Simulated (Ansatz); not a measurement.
# GaSb: equation of state with HSE06

The system is GaSb.

```
Sb Ga
1.0
    -2.75343    2.75343    1.59071
     2.75343   -2.75343    1.59071
     2.75343    2.75343   -1.59071
Sb Ga
1 1
Cartesian
  0.0000 0.0000 0.0000
  0.0000 2.7534 0.7954
```

Measurements of this composition are mostly on another form, of space group No. 216.

```yaml
Program: Ansatz 0.2.0
Task: equation of state
Functional: HSE06
Potentials_or_basis: Ansatz PAW
Cutoff: 420 eV
Density_cutoff: 1680 eV
k_mesh: 6 × 6 × 6
Occupations: fermi-dirac, width 0.05 eV
Spin: no spin polarisation
```

The equilibrium volume is 23.48 Å³/atom and the bulk modulus at fixed shape and positions is 61 GPa. The pressure derivative of the bulk modulus is 5.0.

Energy against volume, from the lowest point:
| volume (Å³/atom) | energy (meV/atom) |
| --- | --- |
| 22.672 | 5.52 |
| 23.155 | 0.72 |
| 23.637 | 0.00 |
| 24.120 | 2.92 |
| 24.602 | 9.01 |
| 25.084 | 17.94 |
| 25.567 | 29.38 |

All runs of the series together: 2.3 min on 2 threads of AMD EPYC 7R13 Processor (Zen 3) (shared host).

Caveat: the k mesh is coarse (spacing up to 0.38 Å⁻¹), so the values aren't converged, least of all with exact exchange; the cell was scaled at fixed shape and fractional positions, which overstates the stiffness of a crystal with free parameters, most of all of layers and chains; the PAW data sets were made with another functional, which shifts forces and pressure a little. The run has no spin-orbit coupling, so splittings on Sb are missing.
